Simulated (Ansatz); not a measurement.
Runs of Ansatz 0.2.0 on Ge. Symmetry: Cmcm, No. 63, orthorhombic system. The conventional cell has a = 2.976 Å, b = 5.189 Å, c = 4.728 Å, α = 90.00°, β = 90.00°, γ = 90.00°. Around Ge (site symmetry m2m) lie 12 Ge at 2.92 to 2.99 Å. This isn't the form of Ge at room conditions, which is diamond.

| task | level | spin | cutoff (eV) | points for each segment of the path | q mesh | gap on the mesh (eV) | pressure (GPa) | V0 of scaled cells (Å³/atom) | B0 (GPa) |
| --- | --- | --- | --- | --- | --- | --- | --- | --- | --- |
| equation of state | r2SCAN | off | 500 | - | - | - | - | 18.77 | (a) |
| density of states | PBEsol | off | 420 | - | - | none | 0.5 | - | - |
| equation of state | LDA | off | 420 | - | - | - | - | 17.97 | (b) |
| band structure | r2SCAN | off | 500 | 14 | - | none | 2.1 | - | - |
| band structure | PBEsol | SOC, no magnetisation | 420 | 14 | - | none | 0.5 | - | - |
| band structure | LDA | off | 420 | 14 | - | none | -1.2 | - | - |
| phonons | PBEsol | off | 420 | 8 | 2 × 2 × 2 | none | - | - | - |

Alike in all rows: potentials or basis Ansatz PAW; cell as given; k mesh 10 × 10 × 6; smearing fermi-dirac 0.05 eV.

Problem. Estimate the missing entries.

Solution. (a) 72; (b) 80.

Caveats: the PAW data sets come from PBE, with cores solved anew for the run's functional, which leaves a small shift of forces and pressure (some runs); the cell was scaled at fixed shape and fractional positions, which overstates the stiffness of a crystal with free parameters, most of all of layers and chains (some runs); the PAW data sets were made with another functional, which shifts forces and pressure a little (some runs); some modes are imaginary (some runs).

A k mesh can miss the band edges, and rows without SOC leave out spin-orbit coupling on Ge.

A gap of «none» marks a metal or a gap under the smearing width.
